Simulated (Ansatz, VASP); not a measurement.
This is a calculation of Te for Ansatz 0.2.0.

input.yaml

```yaml
crystal:
  lattice:
    - [-2.957791465, 3.875965665, 1.53515289]
    - [2.957791465, -3.875965665, 1.53515289]
    - [2.957791465, 3.875965665, -1.53515289]
  atoms:
    - { symbol: Te, position: [0.00092902, 0.75092902, 0.25] }
    - { symbol: Te, position: [-0.00092902, 0.24907098, 0.75] }
kpoints:
  mp_grid: { grid: [10, 10, 10] }
scf:
  occupations: { method: gaussian, width: 0.1 }
hamiltonian:
  xc: pbesol
  pseudopotentials: { kind: all_electron, lapw: { basis_error: 0.001 } }
output:
  forces: true
  stress: true
  eigenvalues: true
```

Potentials or basis: all-electron LAPW, scalar-relativistic.

The run is started by

```bash
$ ansatz run input.yaml --threads 1 --pin off --max-ram 3072MiB --backend cpu --events-out ev --progress --plain --runs-dir out
```

Problem. Translate it to VASP 6.6.1. Potentials there: VASP PAW PBE potentials, release 64 (Te).

Solution. As run (the cutoff follows the program's own potentials):

File INCAR:

```
SYSTEM = Te
PREC     = Accurate       ! precision mode
ENCUT    = 520            ! plane-wave cutoff, eV
EDIFF    = 1E-6           ! SCF threshold, eV
ISMEAR   = 0              ! smearing method
SIGMA    = 0.1            ! smearing width, eV
LREAL    = .FALSE.        ! projectors in reciprocal space
LASPH    = .TRUE.         ! aspherical terms in the spheres
NELM     = 60             ! most SCF steps
ALGO     = Normal         ! electronic algorithm
ISIF     = 2              ! what is computed and relaxed
LWAVE    = .FALSE.        ! write WAVECAR
LCHARG   = .FALSE.        ! write CHGCAR
GGA      = PS             ! functional
NBANDS   = 13             ! bands
```

The input KPOINTS:

```
regular mesh
0
G
  10 10 10
  0 0 0
```

File POSCAR:

```
Te
1.0
   -2.9577914650      3.8759656650      1.5351528900
    2.9577914650     -3.8759656650      1.5351528900
    2.9577914650      3.8759656650     -1.5351528900
Te
2
Direct
    0.0009290200      0.7509290200      0.2500000000
   -0.0009290200      0.2490709800      0.7500000000
```

Potentials or basis: VASP PAW PBE potentials, release 64 (Te).

Launch:

```console
$ cat potpaw_PBE.64/Te/POTCAR > POTCAR
$ mpirun -np 1 vasp_std > vasp.out
```

Both were run:

|  | VASP | Ansatz | Ansatz less VASP |
| --- | --- | --- | --- |
| gap on the k mesh at the Fermi level (eV) | none | none | - |
| pressure (GPa) | -1.6 | -1.6 | -0.02 |
| largest component of the traceless stress (GPa) | 0.97 | 0.97 | +0.001 |

A gap of «none» marks a metal or a gap that the smearing closes. Ansatz ran all-electron here, so the differences hold the error of VASP's frozen core and of both bases.

Caveats: the PAW data sets were made with another functional, which shifts forces and pressure a little (VASP). Spin-orbit coupling is left out, which matters for the levels of Te.
